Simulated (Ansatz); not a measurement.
## BaF2 in the fluorite structure

Computed with Ansatz (plane waves, PAW, 500 eV cutoff): r²SCAN, scalar-relativistic, no spin polarisation, Γ-centred 6×6×6 mesh; PAW files: Ansatz's generated set soft_2.

```xyz
3
Lattice="0.0000 3.0973 3.0973 3.0973 0.0000 3.0973 3.0973 3.0973 0.0000" Properties=species:S:1:pos:R:3 pbc="T T T"
Ba    0.0000    0.0000    0.0000
F     1.5487    1.5487    1.5487
F     4.6460    4.6460    4.6460
```

The start was a prototype's sites filled with these elements; the Crystallography Open Database holds the compound in this structure.

What is the high-frequency dielectric tensor ε∞ (density-functional perturbation theory, local fields included)?

2.27 (isotropic)

Give the Born effective charges (a third of the trace, site by site).

Ba 2.58; F -1.29 e.

List the optical modes at the zone centre without the LO–TO term, with degeneracy and infrared intensity.

```csv
ω (cm⁻¹),degeneracy,IR intensity ((D/Å)²/u)
185,3,15.50
243,3,0.00
```

Where do the optical modes lie for q → 0 along (0.00, 0.00, 1.00), with the long-range field?

185 (×2), 243 (×3), 340 cm⁻¹.

Sketch the imaginary part of the dielectric function for independent particles (no excitons, no local fields), averaged over directions.

On a grid of 0.25 eV up to 12 eV it peaks at 10.75 eV with ε2 = 4.6; the gap on the mesh is 7.44 eV, and the smallest direct one, where absorption can begin, 7.52 eV.
(ħω (eV), ε2): (0.00, 0.00), (0.50, 0.00), (1.00, 0.00), (1.50, 0.00), (2.00, 0.00), (2.50, 0.00), (3.00, 0.00), (3.50, 0.00), (4.00, 0.00), (4.50, 0.00), (5.00, 0.00), (5.50, 0.00), (6.00, 0.00), (6.50, 0.00), (7.00, 0.00), (7.50, 0.04), (8.00, 0.37), (8.50, 0.86), (9.00, 0.96), (9.50, 1.09), (10.00, 0.88), (10.50, 3.85), (11.00, 3.84), (11.50, 3.06), (12.00, 1.75)

An ε∞ of 2.27 means a refractive index of √ε∞ = 1.51 below the gap, far above the lattice modes.

With one infrared-active mode the Lyddane–Sachs–Teller relation ties the modes to the static constant, ε0 = 7.69, which is built from the same mode and Born charges: ω_LO = ω_TO √(ε0/ε∞) = 185.0 × √(7.69/2.27) = 340 cm⁻¹, and the run has a mode at 340 cm⁻¹.

The mean Born charge of Ba is 2.58 against a formal +2. It exceeds the formal charge because moving the ion changes its mixing with the anions' p states, and electrons flow along the bond.

Semilocal functionals make the gap too small and so ε∞ somewhat too large. For elements this heavy, spin–orbit coupling would shift levels and gaps; it isn't included here.
